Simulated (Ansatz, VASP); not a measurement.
**Two plane-wave programs on BP**

```
B P
1.0
     0.00000    2.34766    2.26827
     2.26827    0.00000    2.26827
     2.26827    2.34766    0.00000
B P
1 1
Direct
  0.00000 0.00000 0.00000
  0.75000 0.75000 0.75000
```

Change from the starting cell: strain +0.0350 x Voigt [0, 1, 0, 0, 0, 0], atoms carried along.

Alike in both runs: task single point; functional r2SCAN; k mesh 10 × 10 × 10; occupations gaussian, width 0.05 eV; no spin polarisation.

```csv
,VASP,Ansatz
version,VASP 6.6.1,Ansatz 0.2.0
potentials or method,"VASP PAW PBE potentials, release 64 (B, P)","scalar-relativistic, plane waves, PAW"
plane-wave cutoff (eV),520,500
valence electrons in the cell,8,8
```

```tsv
	VASP	Ansatz	Ansatz less VASP
gap on the k mesh at the Fermi level (eV)	1.22	1.19	-0.029
least direct gap on the mesh (eV)	3.41	3.37	-0.039
pressure (GPa)	-5.9	-5.5	+0.47
largest component of the traceless stress (GPa)	6.71	6.68	-0.030
```

With one functional, cell and mesh, what is left measures potentials, basis and numerics.

Caveats: the PAW data sets were made with another functional, which shifts forces and pressure a little (VASP). A k mesh can miss the band edges.
